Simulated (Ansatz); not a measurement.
**Pressure against volume: BP**

```
B P
1.0
     3.00957    0.00000    0.00000
    -1.50479    2.60637    0.00000
     0.00000    0.00000    2.66180
B P
1 1
Direct
  0.00000 0.00000 0.00000
  0.33333 0.66667 0.50000
```

Conventional cell: a = 3.010 Å, b = 3.010 Å, c = 2.662 Å, α = 90.00°, β = 90.00°, γ = 120.00°. Around B (atom 1) lie 6 P at 2.19 Å. P (atom 2) is surrounded by 6 B at 2.19 Å.

The structure comes from a relaxation in the same program, started in the WC type, and has space group P-6m2. Whether it is a known phase or the ground state wasn't checked.

Methods: DFT, PBE, all-electron LAPW, scalar-relativistic (Ansatz 0.2.0); DFT, PBE, PAW with Ansatz's default frozen-core files, scalar-relativistic (Ansatz 0.2.0).

For LAPW: a Γ-centred 13×13×11 k mesh, Fermi–Dirac smearing of 0.08 eV, basis error target 0.5 meV/atom, no spin polarisation. PAW takes a cutoff of 420 eV at this cell. The Ansatz runs share mesh, smearing and spin set-up. Plane-wave (PAW) pressures include the program's estimate of the Pulay term.

The cell above is scaled evenly, with fractional coordinates and shape held.

| V/V(cell) | V (Å³/atom) | P, LAPW (GPa) | P, PAW (GPa) |
| --- | --- | --- | --- |
| 0.9600 | 10.022 | 6.50 | 6.46 |
| 0.9800 | 10.231 | 3.11 | 3.07 |
| 1.0000 | 10.440 | 0.03 | 0.00 |
| 1.0200 | 10.648 | -2.75 | -2.78 |
| 1.0400 | 10.857 | -5.26 | -5.30 |

(1) What do Birch–Murnaghan fits to the pressures give?

## Answers

(1) LAPW: V0 = 10.44 Å³/atom, B0 = 146 GPa, B0′ = 4.0; PAW: V0 = 10.44 Å³/atom, B0 = 146 GPa, B0′ = 4.0.
